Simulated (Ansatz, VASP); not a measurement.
# CsH6: VASP beside Ansatz

```xyz
7
Lattice="5.5890 0.0000 0.0000 -2.7945 4.8402 0.0000 0.0000 0.0000 6.6401" Properties=species:S:1:pos:R:3 pbc="T T T"
Cs    0.0000    0.0000    3.3201
H     1.3972    2.4201    0.3802
H    -1.3972    2.4201    0.3802
H     2.7945    0.0000    0.3802
H    -1.3972    2.4201    6.2599
H     2.7945    0.0000    6.2599
H     1.3972    2.4201    6.2599
```

The cell was built by a generator and needn't be a form met in nature.

Alike in both runs: task single point; functional PBE; k mesh 9 × 9 × 6; occupations gaussian, width 0.1 eV; no spin polarisation.

|  | VASP | Ansatz |
| --- | --- | --- |
| version | VASP 6.6.1 | Ansatz 0.2.0 |
| potentials or method | VASP PAW PBE potentials, release 64 (Cs_sv, H) | scalar-relativistic, plane waves, PAW |
| plane-wave cutoff (eV) | 520 | 420 |
| valence electrons in the cell | 15 | 15 |

|  | VASP | Ansatz | Ansatz less VASP |
| --- | --- | --- | --- |
| gap on the k mesh at the Fermi level (eV) | none | none | - |
| pressure (GPa) | -0.1 | 0.0 | +0.08 |
| rms of the force components (eV/Å) | 0.002 | 0.003 | +0.0013 |

Atom by atom the forces differ by 0.005 eV/Å (rms over components). A gap of «none» marks a metal or a gap that the smearing closes.

The runs have no spin-orbit coupling, so splittings on Cs are missing.
